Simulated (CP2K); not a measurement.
# InAs (Fm-3m) in CP2K: equation of state, part 2 of 2

CP2K 2026.2. The steps go on from the part before.

## Step 3: Single point, PBE, 23.34 Å³/atom (volume scaled by 0.98)

inas_eos.inp reads:

```
&GLOBAL
  PROJECT inas_eos
  RUN_TYPE ENERGY_FORCE
  PRINT_LEVEL LOW
&END GLOBAL
&FORCE_EVAL
  METHOD QS
  STRESS_TENSOR ANALYTICAL
  &DFT
    BASIS_SET_FILE_NAME BASIS_MOLOPT_UZH
    POTENTIAL_FILE_NAME POTENTIAL_UZH
    WFN_RESTART_FILE_NAME previous-RESTART.kp
    &MGRID
      CUTOFF 450
      REL_CUTOFF 60
      NGRIDS 5
    &END MGRID
    &QS
      METHOD GPW
      EPS_DEFAULT 1.0E-10
    &END QS
    &KPOINTS
      SCHEME MONKHORST-PACK 8 8 8
      GAMMA_CENTERED T
      SYMMETRY T
      SYMMETRY_BACKEND SPGLIB
    &END KPOINTS
    &SCF
      SCF_GUESS RESTART
      EPS_SCF 1.0E-6
      MAX_SCF 100
      ADDED_MOS 10
      CHOLESKY OFF
      EPS_EIGVAL 1.0E-7
      &DIAGONALIZATION ON
        ALGORITHM STANDARD
      &END DIAGONALIZATION
      &MIXING ON
        METHOD BROYDEN_MIXING
        ALPHA 0.4
        BETA 1.5
        NBUFFER 8
      &END MIXING
      &SMEAR ON
        METHOD FERMI_DIRAC
        ELECTRONIC_TEMPERATURE [K] 580.226
      &END SMEAR
    &END SCF
    &XC
      &XC_FUNCTIONAL PBE
      &END XC_FUNCTIONAL
    &END XC
    &PRINT
      &KPOINTS ON
      &END KPOINTS
      &MULLIKEN ON
      &END MULLIKEN
      &MO ON
        ENERGIES T
        OCCUPATION_NUMBERS T
        &EACH
          QS_SCF 0
        &END EACH
        ADD_LAST NUMERIC
      &END MO
    &END PRINT
  &END DFT
  &SUBSYS
    &CELL
      ABC 4.0418119711 4.0418119710 4.0418119711
      ALPHA_BETA_GAMMA 60.0000000012 60.0000000008 60.0000000000
      PERIODIC XYZ
    &END CELL
    &COORD
      In  4.0418119710 2.3335412295 1.6500628276
      As  0.0000000000 0.0000000000 0.0000000000
    &END COORD
    &KIND In
      BASIS_SET TZVP-MOLOPT-PBE-GTH-q13
      POTENTIAL GTH-PBE-q13
    &END KIND
    &KIND As
      BASIS_SET TZVP-MOLOPT-PBE-GTH-q5
      POTENTIAL GTH-PBE-q5
    &END KIND
    &PRINT
      &ATOMIC_COORDINATES ON
      &END ATOMIC_COORDINATES
      &CELL ON
      &END CELL
    &END PRINT
  &END SUBSYS
  &PRINT
    &FORCES ON
    &END FORCES
    &STRESS_TENSOR ON
    &END STRESS_TENSOR
  &END PRINT
&END FORCE_EVAL
```

Potentials or basis: POTENTIAL_UZH In GTH-PBE-q13, As GTH-PBE-q5; TZVP-MOLOPT-PBE-GTH basis.

Started as:

```bash
$ OMP_NUM_THREADS=1 cp2k.psmp -i inas_eos.inp -o inas_eos.out
```

inas_eos.out:

```text

 CP2K| version string:                                       CP2K version 2026.2
 CP2K| Input file name                                              inas_eos.inp

 GLOBAL| Force Environment number                                              1
 GLOBAL| Basis set file name                                    BASIS_MOLOPT_UZH
 GLOBAL| Potential file name                                       POTENTIAL_UZH
 GLOBAL| MM Potential file name                                     MM_POTENTIAL
 GLOBAL| Coordinate file name                                      __STD_INPUT__
 GLOBAL| Method name                                                        CP2K
 GLOBAL| Project name                                                   inas_eos
 GLOBAL| Run type                                                   ENERGY_FORCE
 GLOBAL| FFT library                                                       FFTW3
[... 8 lines left out ...]
 GLOBAL| CPU model name                                                  UNKNOWN

 CELL| Volume [angstrom^3]:                                            46.688865
 CELL| Vector a [angstrom]:       4.042     0.000     0.000   |a| =     4.041812
 CELL| Vector b [angstrom]:       2.021     3.500     0.000   |b| =     4.041812
 CELL| Vector c [angstrom]:       2.021     1.167     3.300   |c| =     4.041812
 CELL| Angle (b,c), alpha [degree]:                                    60.000000
 CELL| Angle (a,c), beta  [degree]:                                    60.000000
 CELL| Angle (a,b), gamma [degree]:                                    60.000000
 CELL| Numerically orthorhombic:                                              NO
 CELL| Periodicity                                                           XYZ

 CELL_REF| Volume [angstrom^3]:                                        46.688865
 CELL_REF| Vector a [angstrom     4.042     0.000     0.000   |a| =     4.041812
 CELL_REF| Vector b [angstrom     2.021     3.500     0.000   |b| =     4.041812
 CELL_REF| Vector c [angstrom     2.021     1.167     3.300   |c| =     4.041812
 CELL_REF| Angle (b,c), alpha [degree]:                                60.000000
 CELL_REF| Angle (a,c), beta  [degree]:                                60.000000
 CELL_REF| Angle (a,b), gamma [degree]:                                60.000000
 CELL_REF| Numerically orthorhombic:                                          NO
 CELL_REF| Periodicity                                                       XYZ
[... 10 lines left out ...]

  Total number of            - Atomic kinds:                                   2
                             - Atoms:                                          2
                             - Shell sets:                                     2
                             - Shells:                                        17
                             - Primitive Cartesian functions:                 10
[... 109 lines left out ...]
  Total charge density on r-space grids:       -0.0000006943
  Total charge density g-space grids:          -0.0000006943

  Overlap energy of the core charge distribution:               0.00000000002589
  Self energy of the core charge distribution:               -103.50942136637683
  Core Hamiltonian energy:                                     31.22174072977935
  Hartree energy:                                              18.68502121495436
  Exchange-correlation energy:                                 -9.03236207513108
  Electronic entropic energy:                                  -0.00040307372813
  Fermi energy:                                                 0.22449750238457

  Total energy:                                               -62.63542457063807
  Total energy (extrapolated to T->0):                        -62.63522303377400

 MO| EIGENVALUES AND OCCUPATION NUMBERS FOR K POINT 1
 MO|
 MO|  Index      Eigenvalue [a.u.]        Eigenvalue [eV]             Occupation
 MO|      1              -0.306551              -8.341670               2.000000
 MO|      2              -0.306551              -8.341669               2.000000
 MO|      3              -0.304174              -8.276998               2.000000
 MO|      4              -0.302157              -8.222122               2.000000
 MO|      5              -0.302157              -8.222122               2.000000
 MO|      6              -0.177303              -4.824666               2.000000
[... 341 lines left out ...]
 MO|     18               0.778520              21.184610               0.000000
 MO|     19               0.879298              23.926909               0.000000
 MO| Sum:                                                              18.000000
 MO| E(Fermi):            0.224498 a.u.          6.108888 eV

 [... the levels of further k-points ...]

 !-----------------------------------------------------------------------------!
                     Mulliken Population Analysis

 #  Atom  Element  Kind  Atomic population                           Net charge
       1     In       1         13.032376                             -0.032376
       2     As       2          4.967624                              0.032376
 # Total charge                             18.000000                 -0.000000

 !-----------------------------------------------------------------------------!

 ENERGY| Total FORCE_EVAL ( QS ) energy [hartree]            -62.635425099176615

 FORCES| Atomic forces [hartree/bohr]
 FORCES|   Atom     x               y               z               |f|
 FORCES|      1  1.95797238E-12 -1.48511200E-12  4.16225475E-14   2.45783358E-12
 FORCES|      2 -1.97468550E-12  1.50434454E-12 -4.25173905E-14   2.48278937E-12
 FORCES| Sum    -1.67131208E-14  1.92325422E-14 -8.94843028E-16
 FORCES| Total atomic force                                       2.54954865E-14

 STRESS| Analytical stress tensor [bar]
 STRESS|                        x                   y                   z
 STRESS|      x        1.72812958150E+04  -3.20190060186E-01  -1.86334023894E-01
 STRESS|      y       -3.20190060186E-01   1.72820535287E+04   2.80204058947E-01
 STRESS|      z       -1.86334023894E-01   2.80204058947E-01   1.72822652647E+04
 STRESS| 1/3 Trace                                             1.72818715361E+04
 STRESS| Determinant                                           5.16145703844E+12

 STRESS| Eigenvectors and eigenvalues of the analytical stress tensor [bar]
 STRESS|                        1                   2                   3
 STRESS| Eigenvalues   1.72811723525E+04   1.72818911094E+04   1.72825511465E+04
 STRESS|      x           0.944749240261     -0.193398724753     -0.264661682702
 STRESS|      y           0.317996147840      0.736671279315      0.596819802110
 STRESS|      z           0.079544471746     -0.648006450196      0.757469680924
```

Run time: 41 s. Hardware: 1 thread of Arm Neoverse V2, shared host; peak memory 0.33 GiB.

Results:

```
Free energy            : -1704.3966 eV
Pressure               : 1.7 GPa
Band gap on the k mesh : none (metal or under the smearing width)
Mulliken charges       : In -0.03; As +0.03 e
```

Caveat: Mulliken charges move with the basis; the basis of atomic orbitals isn't converged, which shifts pressures, moduli and gaps.

## Step 4: Single point, PBE, 24.30 Å³/atom (volume scaled by 1.02)

Changes to inas_eos.inp since step 3:

```diff
@@ -69,4 +69,4 @@
     &CELL
-      ABC 4.0418119711 4.0418119710 4.0418119711
-      ALPHA_BETA_GAMMA 60.0000000012 60.0000000008 60.0000000000
+      ABC 4.0960709553 4.0960709553 4.0960709553
+      ALPHA_BETA_GAMMA 60.0000000012 60.0000000009 60.0000000007
       PERIODIC XYZ
@@ -74,3 +74,3 @@
     &COORD
-      In  4.0418119710 2.3335412295 1.6500628276
+      In  4.0960709553 2.3648676687 1.6722139652
       As  0.0000000000 0.0000000000 0.0000000000
```

Started as:

```bash
$ OMP_NUM_THREADS=1 cp2k.psmp -i inas_eos.inp -o inas_eos.out
```

Run time: 62 s. Hardware: 1 thread of Arm Neoverse V2, shared host; peak memory 0.33 GiB.

It converged, with:

```
Free energy            : -1704.4015 eV
Pressure               : -0.8 GPa
Band gap on the k mesh : none (metal or under the smearing width)
```

Caveat: Mulliken charges move with the basis; the basis of atomic orbitals isn't converged, which shifts pressures, moduli and gaps.

## Step 5: Single point, PBE, 22.87 Å³/atom (volume scaled by 0.96)

Changes to inas_eos.inp since step 4:

```diff
@@ -69,4 +69,4 @@
     &CELL
-      ABC 4.0960709553 4.0960709553 4.0960709553
-      ALPHA_BETA_GAMMA 60.0000000012 60.0000000009 60.0000000007
+      ABC 4.0141274586 4.0141274585 4.0141274586
+      ALPHA_BETA_GAMMA 60.0000000012 60.0000000001 59.9999999995
       PERIODIC XYZ
@@ -74,3 +74,3 @@
     &COORD
-      In  4.0960709553 2.3648676687 1.6722139652
+      In  4.0141274586 2.3175575687 1.6387606727
       As  0.0000000000 0.0000000000 0.0000000000
```

Started as:

```bash
$ OMP_NUM_THREADS=1 cp2k.psmp -i inas_eos.inp -o inas_eos.out
```

It took 59 s on 1 thread of Arm Neoverse V2, shared host; peak memory 0.33 GiB.

Results (log left out):

```
Free energy            : -1704.3819 eV
Pressure               : 3.2 GPa
Band gap on the k mesh : none (metal or under the smearing width)
Mulliken charges       : In -0.05; As +0.05 e
```

Caveat: Mulliken charges move with the basis; the basis of atomic orbitals isn't converged, which shifts pressures, moduli and gaps.

## Step 6: Single point, PBE, 24.77 Å³/atom (volume scaled by 1.04)

Changes to inas_eos.inp since step 5:

```diff
@@ -69,4 +69,4 @@
     &CELL
-      ABC 4.0141274586 4.0141274585 4.0141274586
-      ALPHA_BETA_GAMMA 60.0000000012 60.0000000001 59.9999999995
+      ABC 4.1226695640 4.1226695638 4.1226695639
+      ALPHA_BETA_GAMMA 60.0000000014 60.0000000010 60.0000000003
       PERIODIC XYZ
@@ -74,3 +74,3 @@
     &COORD
-      In  4.0141274586 2.3175575687 1.6387606727
+      In  4.1226695639 2.3802243824 1.6830728017
       As  0.0000000000 0.0000000000 0.0000000000
```

Potentials or basis: POTENTIAL_UZH In GTH-PBE-q13, As GTH-PBE-q5; TZVP-MOLOPT-PBE-GTH basis.

Started as:

```bash
$ OMP_NUM_THREADS=1 cp2k.psmp -i inas_eos.inp -o inas_eos.out
```

Wall time 62 s (1 thread of Arm Neoverse V2, shared host); peak memory 0.33 GiB.

Results (log left out):

```yaml
Free_energy: -1704.3936 eV
Pressure: -1.9 GPa
Band_gap_on_the_k_mesh: none (metal or under the smearing width)
Mulliken_charges: In +0.01; As -0.01 e
```

Caveat: Mulliken charges move with the basis; the basis of atomic orbitals isn't converged, which shifts pressures, moduli and gaps.

## Step 7: Single point, PBE, 22.39 Å³/atom (volume scaled by 0.94)

Changes to inas_eos.inp since step 6:

```diff
@@ -69,4 +69,4 @@
     &CELL
-      ABC 4.1226695640 4.1226695638 4.1226695639
-      ALPHA_BETA_GAMMA 60.0000000014 60.0000000010 60.0000000003
+      ABC 3.9860557188 3.9860557187 3.9860557188
+      ALPHA_BETA_GAMMA 60.0000000002 60.0000000000 59.9999999994
       PERIODIC XYZ
@@ -74,3 +74,3 @@
     &COORD
-      In  4.1226695639 2.3802243824 1.6830728017
+      In  3.9860557188 2.3013503422 1.6273004329
       As  0.0000000000 0.0000000000 0.0000000000
```

Started as:

```bash
$ OMP_NUM_THREADS=1 cp2k.psmp -i inas_eos.inp -o inas_eos.out
```

Run time: 69 s. Hardware: 1 thread of Arm Neoverse V2, shared host; peak memory 0.33 GiB.

Results (log left out):

```
Free energy            : -1704.3578 eV
Pressure               : 4.9 GPa
Band gap on the k mesh : none (metal or under the smearing width)
Mulliken charges       : In -0.07; As +0.07 e
```

Caveat: Mulliken charges move with the basis; the basis of atomic orbitals isn't converged, which shifts pressures, moduli and gaps.

## Step 8: Single point, PBE, 25.25 Å³/atom (volume scaled by 1.06)

Changes to inas_eos.inp since step 7:

```diff
@@ -69,4 +69,4 @@
     &CELL
-      ABC 3.9860557188 3.9860557187 3.9860557188
-      ALPHA_BETA_GAMMA 60.0000000002 60.0000000000 59.9999999994
+      ABC 4.1489293138 4.1489293137 4.1489293137
+      ALPHA_BETA_GAMMA 60.0000000015 60.0000000008 60.0000000008
       PERIODIC XYZ
@@ -74,3 +74,3 @@
     &COORD
-      In  3.9860557188 2.3013503422 1.6273004329
+      In  4.1489293137 2.3953854561 1.6937932996
       As  0.0000000000 0.0000000000 0.0000000000
```

Started as:

```bash
$ OMP_NUM_THREADS=1 cp2k.psmp -i inas_eos.inp -o inas_eos.out
```

Run time: 59 s. Hardware: 1 thread of Arm Neoverse V2, shared host; peak memory 0.32 GiB.

The run converged. Its results:

| Property | Result |
| --- | --- |
| Free energy | -1704.3797 eV |
| Pressure | -2.8 GPa |
| Band gap on the k mesh | none (metal or under the smearing width) |
| Mulliken charges | In +0.02; As -0.02 e |

Caveat: Mulliken charges move with the basis; the basis of atomic orbitals isn't converged, which shifts pressures, moduli and gaps.

## Step 9: Equation of state, PBE

Potentials or basis: POTENTIAL_UZH In GTH-PBE-q13, As GTH-PBE-q5; TZVP-MOLOPT-PBE-GTH basis.

This step only gathers the single runs of the series.

Results:

```
Equilibrium volume                      : 23.97 Å³/atom
Bulk modulus                            : 61 GPa
Pressure derivative of the bulk modulus : 4.9
```

Energy against volume, from the lowest point:
| volume (Å³/atom) | energy (meV/atom) |
| --- | --- |
| 22.392 | 22.52 |
| 22.868 | 10.44 |
| 23.344 | 3.11 |
| 23.821 | 0.00 |
| 24.297 | 0.64 |
| 24.774 | 4.61 |
| 25.250 | 11.55 |

Caveat: the basis of atomic orbitals isn't converged, which shifts pressures, moduli and gaps.
